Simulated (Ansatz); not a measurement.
A generator proposed this cell of Cd2HgTe3.

```cif
data_structure
_symmetry_space_group_name_H-M 'P-3m1'
_symmetry_Int_Tables_number 164
_cell_length_a 4.3840
_cell_length_b 4.3840
_cell_length_c 10.7385
_cell_angle_alpha 90.000
_cell_angle_beta 90.000
_cell_angle_gamma 120.000
_cell_volume 178.74
loop_
_atom_site_label
_atom_site_type_symbol
_atom_site_symmetry_multiplicity
_atom_site_Wyckoff_symbol
_atom_site_fract_x
_atom_site_fract_y
_atom_site_fract_z
_atom_site_occupancy
Cd1 Cd 2 d 0.33333 0.66667 0.66667 1
Hg1 Hg 1 a 0.00000 0.00000 0.00000 1
Te1 Te 1 b 0.00000 0.00000 0.50000 1
Te2 Te 2 d 0.33333 0.66667 0.16667 1
```

Computed with Ansatz, DFT PBE, scalar-relativistic, plane waves, PAW. Settings: cutoff 420 eV, Γ-centred mesh 6×6×2 on the computed 6-atom cell, Gaussian smearing of 0.10 eV; no spin polarisation.

Formation energies are uncorrected and refer to the elements' standard structures at the same level. The references include crystalline Hg.

**Question.** What does a single point on this coarse mesh give?

**Answer.** The pressure is -1.3 GPa (the mean over three directions, positive in compression), the largest force is 0.20 eV/Å, and the energy is −0.18 eV/atom against the elements. The shortest distance is 3.10 Å.

**Question.** How much does it gain on relaxing, and where does it end?

**Answer.** Relaxing gains under 0.1 eV/atom (the start's value is from the coarse mesh, so the gain is rough) in 5 ionic steps and ends at −0.19 eV/atom on the finer mesh. The symmetry stays P-3m1 (No. 164). The volume per atom shrinks by 3.0 %, from 29.8 to 28.9 Å³. The shortest distance goes from 3.10 Å (Cd–Te and Hg–Te) to 3.04 Å (Cd–Te). Conventional cell: a = 4.336 Å, c = 10.642 Å. Cd is surrounded by 6 Te at 3.04–3.07 Å; Hg is surrounded by 6 Te at 3.09 Å; Te on a site of symmetry -3m is surrounded by 6 Cd at 3.07 Å; 1 more site not described.

The last run used a 12×12×4 mesh (in the run's order of axes) for its 6-atom cell and Gaussian smearing of 0.10 eV. Spin–orbit coupling, which can matter for Hg and Te, is left out. The reference form of Te is held partly by dispersion forces, which this level lacks. The relaxation can't lower the symmetry of the start. Symmetry constrained the relaxation, so the result can be a saddle point. Another cell of Cd2HgTe3 relaxed alike, in P3m1, lies 176 meV/atom lower, so this cell isn't the stable form at this level.
